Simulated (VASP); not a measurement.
```yaml
crystal:
  lattice:
    - [3.97388, 0.00000, 0.00000]
    - [0.00000, 3.97388, 0.00000]
    - [0.00000, 0.00000, 3.97388]
  atoms:
    - { symbol: Cs, position: [0.00000, 0.00000, 0.00000] }
    - { symbol: Cl, position: [0.50000, 0.50000, 0.50000] }
```

Method: LDA (Ceperley-Alder, Perdew-Zunger), VASP's LDA PAW potentials (set 64) (plane waves; VASP). Numerical set-up: 400 eV cut-off, 7×7×7 Γ-centred mesh, Gaussian smearing of 0.010 eV, potentials Cs_sv Cl.

Give the electronic dielectric tensor ε∞ (DFPT, local fields included).

```
3.15  0.00  0.00
0.00  3.15  0.00
0.00  0.00  3.15
```

Give the Born effective charges.

```json
[
 {"atom": "Cs1", "Z*xx": "1.35", "Z*yy": "1.35", "Z*zz": "1.35", "mean": "1.35"},
 {"atom": "Cl2", "Z*xx": "-1.35", "Z*yy": "-1.35", "Z*zz": "-1.35", "mean": "-1.35"}
]
```

The compound is CsCl in the CsCl type structure. It was relaxed first, which changed the volume by -10 %.
